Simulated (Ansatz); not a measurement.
Bulk crystal (SiO2) after relaxation:

Space group I-42d (No. 122). a = 5.027 Å, b = 5.027 Å, c = 7.379 Å, α = 90.00°, β = 90.00°, γ = 90.00°
```tsv
atom	site	symmetry	x	y	z
Si	4a	-4..	0.0000	0.0000	0.0000
O	8d	.2.	0.2500	0.5920	0.3750
```

Miller indices refer to the conventional cell of I-42d (No. 122), a = 5.027 Å, b = 5.027 Å, c = 7.379 Å, α = 90.00°, β = 90.00°, γ = 90.00°. The bulk's gap is 5.73 eV.

The (001) slab of 13 planes, 11.1 Å thick with 15 Å of vacuum as cut; outer planes O (top) and O (bottom).

Method: Ansatz, DFT PBE, scalar-relativistic, plane waves, PAW. Plane waves to 420 eV, a k mesh through Γ of 5×5×1 on the computed 20-atom cell and Gaussian smearing (0.05 eV); no spin polarisation. The cell repeats along c with a dipole correction in the vacuum.

The slab isn't stoichiometric (Si3O7), so its surface energy depends on the chemical potentials; it is given with the excess atoms taken from the element's standard state, a limit at which the compound may itself be unstable, so the figure can be too low.

With the atoms at the bulk's places:

* Surface energy with the excess atoms taken from the elements: 2.71 J/m²
* Gap of the slab on the mesh: 0.08 eV
* Bulk valence band top under the vacuum level: 9.76 eV
* Bulk conduction band bottom under the vacuum level: 4.02 eV

(1) What changes when all atoms relax within this surface cell and its symmetry?

The gap is read on a mesh, which can miss the band edges, so it can be too wide. Gaps are read on the k points sampled, so a band crossing between them can be missed.

Answers

(1) The energy falls by 0.772 J/m² a face, and the largest move is 0.73 Å.

| Quantity | Value |
| --- | --- |
| Surface energy with the excess atoms taken from the elements | 1.94 J/m² |
| Gap of the slab on the mesh | 2.45 eV |
| Bulk valence band top under the vacuum level | 10.68 eV |
| Bulk conduction band bottom under the vacuum level | 4.94 eV |

```csv
plane (bottom to top),atoms,"spacing to next, bulk (Å)",relaxed (Å),change (%)
1,O2,0.922,1.407,+52.6
2,Si,0.922,0.952,+3.2
3,O2,0.922,0.912,-1.2
4,Si,0.922,0.923,+0.1
5,O2,0.922,0.928,+0.7
6,Si,0.922,0.925,+0.3
7,O2,0.922,0.925,+0.3
8,Si,0.922,0.928,+0.7
9,O2,0.922,0.923,+0.1
10,Si,0.922,0.912,-1.2
11,O2,0.922,0.952,+3.2
12,Si,0.922,1.407,+52.6
13,O2,,,
```

The reference crystal is a form of SiO2, which isn't its usual structure.